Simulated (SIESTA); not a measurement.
Crystal: CdS (Hawleyite).

```xyz
8
Lattice="5.8330 0.0000 0.0000 0.0000 5.8330 0.0000 0.0000 0.0000 5.8330" Properties=species:S:1:pos:R:3 pbc="T T T"
Cd    0.0000    0.0000    0.0000
Cd    0.0000    2.9165    2.9165
Cd    2.9165    0.0000    2.9165
Cd    2.9165    2.9165    0.0000
S     1.4583    1.4583    1.4583
S     1.4583    4.3748    4.3748
S     4.3748    4.3748    1.4583
S     4.3748    1.4583    4.3748
```

Base run:

```yaml
Program: SIESTA 5.4.2
Functional: PW91
Potentials_or_basis: PseudoDojo 0.4 standard (PBE files)
Basis: DZP (energy shift 0.003 Ry; two zetas on semicore shells)
Grid_cutoff: 800 Ry
Energy_shift: 0.003 Ry
k_mesh: 5 × 5 × 5
Occupations: fermi-dirac, width 0.05 eV
Spin: no spin polarisation
```

Its results: band gap on the k mesh 1.32 eV; pressure 3.0 GPa.

Question: The run is repeated on the same cell with these changes: functional from PW91 to RPBE. What comes out?

Answer: Band gap on the k mesh 1.52 eV; pressure 5.3 GPa.

RPBE binds less tightly than PW91, so the same cell stands under more pressure.

Caveats: the potentials were made for another functional, which shifts forces and pressure; an odd mesh through Γ misses points on the zone boundary, where band edges often lie; the basis of atomic orbitals isn't converged, which shifts pressures, moduli and gaps.
